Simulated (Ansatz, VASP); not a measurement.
# Bi2TeSe2 in two plane-wave programs

Wanted: the spread between two codes on one cell, functional and k mesh. Valence electrons are named where the data sets of a main pair hold unlike numbers.

Program: Ansatz 0.2.0. Level of theory: plane waves, with VASP 6.6.1 beside it; PBEsol, LDA and r2SCAN. Results are calculated unless marked as measured.

### 1. Set-up

The cell holds 5 atoms: 2 Se, 2 Bi and 1 Te. Cell: a = 4.244 Å, b = 4.244 Å, c = 15.101 Å, α = 90.0°, β = 90.0°, γ = 120.0°. It derives from Bi2TeSe2. As first built, before any earlier steps moved the atoms or strained the cell (in the runner's words): kind sheets cut from a layered crystal; sheets 1. Vacuum lies along c.

### 2. VASP: single point, PBEsol

A single point takes one fixed geometry, so differences don't come from the geometry; what else differs is listed under the comparison.

Lines of VASP's logs that name or quote its potential files are left out, and so is its time.

INCAR

```
SYSTEM = Bi2TeSe2
PREC = Normal
ENCUT = 350
EDIFF = 1E-06
NELM = 120
ISMEAR = 0
SIGMA = 0.05
LREAL = .FALSE.
ALGO = Normal
GGA = PS
NBANDS = 20
LORBIT = 11
LWAVE = .FALSE.
LCHARG = .FALSE.
KPAR = 4
IDIPOL = 3
LDIPOL = .TRUE.
DIPOL = 0.5 0.5 0.506
LVHAR = .TRUE.
LVACPOTAV = .TRUE.
```

POSCAR

```
Bi2TeSe2
1.0
    4.2436211220      0.0000000000      0.0000000000
   -2.1218105610      3.6750836960      0.0000000000
    0.0000000000      0.0000000000     15.1014083931
Se Bi Te
2 2 1
Direct
    0.3333333330      0.6666666670      0.7351240430
    0.6666666670      0.3333333330      0.5107680986
    0.0000000000      0.0000000000      0.6350009939
    0.3333333330      0.6666666670      0.3833846399
    0.0000000000      0.0000000000      0.2648759570
```

KPOINTS

```
Automatic mesh
0
Gamma
9 9 1
0 0 0
```

The projector-augmented-wave data sets are Se, Bi and Te (PBE family, release 64).

Started as:

```sh
mpirun -np 4 vasp_std
```

Numbers of over 12 decimals in the logs are rounded to 6 here.

Output:

```text
[banner, memory and clock lines left out]
running    4 mpi-ranks, on    1 nodes
 distrk:  each k-point on    1 cores,    4 groups
 distr:  one band on    1 cores,    1 groups

 POSCAR found type information on POSCAR SeBiTe
 POSCAR found :  3 types and       5 ions
|                                                                             |
|               ----> ADVICE to this user running VASP <----                  |
|                                                                             |
|     You enforced a specific xc type in the INCAR file but a different       |
|     [... a line on the potential file left out ...]
|     I HOPE YOU KNOW WHAT YOU ARE DOING!                                     |
|                                                                             |

 LDA part: xc-table for (Slater+PW92), standard interpolation
 POSCAR, INCAR and KPOINTS ok, starting setup
 FFT: planning ... GRIDC
 FFT: planning ... GRID_SOFT
 FFT: planning ... GRID
 WAVECAR not read
 entering main loop
       N       E                     dE             d eps       ncg     rms          rms(c)
DAV:   1     0.139363093630E+03    0.13936E+03   -0.79980E+03   480   0.787E+02
DAV:   2    -0.586369754676E+01   -0.14523E+03   -0.14220E+03   688   0.154E+02
DAV:   3    -0.213217147297E+02   -0.15458E+02   -0.15224E+02   580   0.575E+01
DAV:   4    -0.219816414791E+02   -0.65993E+00   -0.65891E+00   764   0.126E+01
DAV:   5    -0.219856790634E+02   -0.40376E-02   -0.40369E-02   604   0.116E+00    0.687E+00
DAV:   6    -0.213342875704E+02    0.65139E+00   -0.16195E+00   536   0.620E+00    0.417E+00
DAV:   7    -0.213349173319E+02   -0.62976E-03   -0.70611E-01   532   0.447E+00    0.205E+00
DAV:   8    -0.213333742264E+02    0.15431E-02   -0.30073E-01   552   0.287E+00    0.739E-01
DAV:   9    -0.213267473425E+02    0.66269E-02   -0.71123E-02   532   0.149E+00    0.345E-01
DAV:  10    -0.213267609125E+02   -0.13570E-04   -0.15041E-02   532   0.668E-01    0.232E-01
DAV:  11    -0.213266974216E+02    0.63491E-04   -0.19640E-03   552   0.255E-01    0.881E-02
DAV:  12    -0.213266860749E+02    0.11347E-04   -0.42139E-04   656   0.114E-01    0.666E-02
DAV:  13    -0.213266895866E+02   -0.35117E-05   -0.13412E-04   528   0.600E-02    0.257E-02
DAV:  14    -0.213266878939E+02    0.16927E-05   -0.11088E-05   620   0.172E-02    0.126E-02
DAV:  15    -0.213266881556E+02   -0.26175E-06   -0.67751E-06   520   0.115E-02
|                                                                             |
|           W    W    AA    RRRRR   N    N  II  N    N   GGGG   !!!           |
|           W    W   A  A   R    R  NN   N  II  NN   N  G    G  !!!           |
|           W    W  A    A  R    R  N N  N  II  N N  N  G       !!!           |
|           W WW W  AAAAAA  RRRRR   N  N N  II  N  N N  G  GGG   !            |
|           WW  WW  A    A  R   R   N   NN  II  N   NN  G    G                |
|           W    W  A    A  R    R  N    N  II  N    N   GGGG   !!!           |
|                                                                             |
|     Did not find any points to average over, which means that no vacuum     |
|     field-free region was found. Please increase the size of  your cell     |
|     in the dimension of the dipole correction to obtain accurate            |
|     workfunction values.                                                    |
|                                                                             |

   1 F= -.21326688E+02 E0= -.21326688E+02  d E =-.778440E-13
|                                                                             |
|           W    W    AA    RRRRR   N    N  II  N    N   GGGG   !!!           |
|           W    W   A  A   R    R  NN   N  II  NN   N  G    G  !!!           |
|           W    W  A    A  R    R  N N  N  II  N N  N  G       !!!           |
|           W WW W  AAAAAA  RRRRR   N  N N  II  N  N N  G  GGG   !            |
|           WW  WW  A    A  R   R   N   NN  II  N   NN  G    G                |
|           W    W  A    A  R    R  N    N  II  N    N   GGGG   !!!           |
|                                                                             |
|     Did not find any points to average over, which means that no vacuum     |
|     field-free region was found. Please increase the size of  your cell     |
|     in the dimension of the dipole correction to obtain accurate            |
|     workfunction values.                                                    |
|                                                                             |
```

Parts of OUTCAR (step 2):

```text
ion  position               nearest neighbor table
   1  0.333  0.667  0.735-   3 2.88   3 2.88   3 2.88
   2  0.667  0.333  0.511-   3 3.09   3 3.09   3 3.09   4 3.12   4 3.12   4 3.12
   3  0.000  0.000  0.635-   1 2.88   1 2.88   1 2.88   2 3.09   2 3.09   2 3.09
   4  0.333  0.667  0.383-   5 3.03   5 3.03   5 3.03   2 3.12   2 3.12   2 3.12
   5  0.000  0.000  0.265-   4 3.03   4 3.03   4 3.03

  LATTYP: Found a hexagonal cell.
 ALAT       =     4.2436211220
 C/A-ratio  =     3.5586137308

 Subroutine GETGRP returns: Found  6 space group operations
 (whereof  6 operations were pure point group operations)

The static configuration has the point symmetry C_3v.

 Found     12 irreducible k-points:

   k-points           NKPTS =     12   k-points in BZ     NKDIM =     12   number of bands    NBANDS=     20

   dimension x,y,z NGX =    20 NGY =   20 NGZ =   70
   dimension x,y,z NGXF=    40 NGYF=   40 NGZF=  140

   ENCUT  =  350.0 eV  25.72 Ry    5.07 a.u.   6.47  6.47 23.04*2*pi/ulx,y,z

   NELECT =      28.0000    total number of electrons

 k-points in reciprocal lattice and weights: Automatic mesh
   0.00000000  0.00000000  0.00000000       0.012
   0.11111111  0.00000000  0.00000000       0.074
   0.22222222  0.00000000  0.00000000       0.074
   0.33333333 -0.00000000  0.00000000       0.074
   0.44444444  0.00000000  0.00000000       0.074
   0.11111111  0.11111111  0.00000000       0.074
   0.22222222  0.11111111  0.00000000       0.148
   0.33333333  0.11111111  0.00000000       0.148
   0.44444444  0.11111111  0.00000000       0.074
   0.22222222  0.22222222  0.00000000       0.074
   0.33333333  0.22222222  0.00000000       0.148
   0.33333333  0.33333333  0.00000000       0.025

 dipolmoment           0.000000      0.000000      0.052850 electrons x Angstroem

 average (electrostatic) potential at core
       1 -56.5949       2 -56.6305       3 -66.0081       4 -66.0016       5 -92.7780

 E-fermi :   0.8166

 k-point     1 :       0.0000    0.0000    0.0000
  band No.  band energies     occupation
    ...
     10      -0.3607      2.00000
     11      -0.1228      2.00000
     12       0.1463      2.00000
     13       0.2351      2.00000
     14       0.2351      2.00000
     15       1.3900      0.00000
     16       2.5294      0.00000
     17       2.5294      0.00000
     18       3.0916      0.00000
     19       3.5362      0.00000
    ...

 k-point     2 :       0.1111    0.0000    0.0000
  band No.  band energies     occupation
    ...
     10      -0.5219      2.00000
     11      -0.4469      2.00000
     12       0.1985      2.00000
     13       0.2876      2.00000
     14       0.5296      2.00000
     15       1.8796      0.00000
     16       2.6172      0.00000
     17       2.7279      0.00000
     18       3.1707      0.00000
     19       3.7209      0.00000
    ...

 k-point     3 :       0.2222    0.0000    0.0000
  band No.  band energies     occupation
    ...
     10      -0.7724      2.00000
     11      -0.5415      2.00000
     12      -0.1831      2.00000
     13       0.1120      2.00000
     14       0.5710      2.00000
     15       2.1241      0.00000
     16       3.0679      0.00000
     17       3.1017      0.00000
     18       3.7423      0.00000
     19       4.1397      0.00000
    ...

  Total       -1.5949185     -1.5949185     -1.0855462      0.0000000     -0.0000000      0.0000000
  in kB      -10.8499510    -10.8499510     -7.3847808      0.0000000     -0.0000000      0.0000000
  external PRESSURE =      -9.6948943 kB  Pullay stress =       0.0000000 kB

  energy-cutoff  :      350.00
  volume of cell :      235.52
      direct lattice vectors                 reciprocal lattice vectors
     4.243621122  0.000000000  0.000000000     0.235647804  0.136051323  0.000000000
    -2.121810561  3.675083696  0.000000000     0.000000000  0.272102647  0.000000000
     0.000000000  0.000000000 15.101408393     0.000000000  0.000000000  0.066218989

 POSITION                                       TOTAL-FORCE (eV/Angst)
 -----------------------------------------------------------------------------------
     -0.00000      2.45006     11.10141         0.000000     -0.000000     -0.140031
      2.12181      1.22503      7.71332        -0.000000     -0.000000     -0.195396
      0.00000      0.00000      9.58941        -0.000000      0.000000      0.045916
     -0.00000      2.45006      5.78965        -0.000000      0.000000      0.212942
      0.00000      0.00000      4.00000         0.000000     -0.000000      0.076569
 -----------------------------------------------------------------------------------
    total drift:                               -0.000000     -0.000001     -0.000391

  FREE ENERGIE OF THE ION-ELECTRON SYSTEM (eV)
  ---------------------------------------------------
  free  energy   TOTEN  =       -21.3266881556 eV

  energy  without entropy=      -21.3266881556  energy(sigma->0) =      -21.32668816

 total charge
# of ion       s       p       d       tot
------------------------------------------
    1        1.484   2.261   0.017   3.762
    2        1.475   2.294   0.019   3.788
    3        1.816   1.505   0.145   3.467
    4        1.807   1.578   0.137   3.521
    5        1.397   1.938   0.020   3.355
--------------------------------------------------
tot          7.978   9.576   0.338  17.893

[... 3 further parts left out ...]
```

The gap is read on the k-mesh alone, so it is an upper bound where the band edges lie off the mesh. The data set Bi keeps the semicore shell frozen, which is cheaper and a little less accurate.

(Continued in part 2 of 3.)

[Lines on the potential files, build, host, timing and source positions are cut from VASP's logs without a mark.]

[Logs are printed without paths, hosts, clocks, repeated set-up lines and the standing remarks that a program may print on its own settings, such as how far it seeks lower states.]

[Hosts, paths, dates, database ids (printed as entryN), source tags and the programs' standing remarks are cut or masked in the printed files.]
